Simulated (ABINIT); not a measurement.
TaN, 2 atoms in the cell. It takes space group Fm-3m (No. 225, cubic). The conventional cell has a = 4.423 Å, b = 4.423 Å, c = 4.423 Å, α = 90.00°, β = 90.00°, γ = 90.00°. Ta (site symmetry m-3m) has 6 N at 2.21 Å as nearest neighbours. Around N (site symmetry m-3m) lie 6 Ta at 2.21 Å. The cell comes from a database or a generator and needn't be the stable form of this composition.

```yaml
Program: ABINIT 10.8.3 (patched build)
Task: equation of state
Functional: PBE
Potentials_or_basis: JTH PAW PBE v2.0
Cutoff: 707 eV
k_mesh: 10 × 10 × 10
Occupations: fermi-dirac, width 0.05 eV
Spin: no spin polarisation
Fine-grid_cutoff: 1306.15 eV
```

Potentials or basis: JTH PAW PBE v2.0.

Command:

```bash
$ abinit run.abi > log 2>&1
```

Hardware: 1 thread of AMD EPYC 9R45 96-Core Processor (Zen 5), with other jobs on the host.

**Question.** How long does it take, and how much memory?

**Answer.** Run time: 65 s on 1 thread of AMD EPYC 9R45 96-Core Processor (Zen 5), with other jobs on the host, peak memory 0.15 GiB. Counts: scf iterations 75, mpi ranks 1, k points 47, bands 13, plane waves 891.
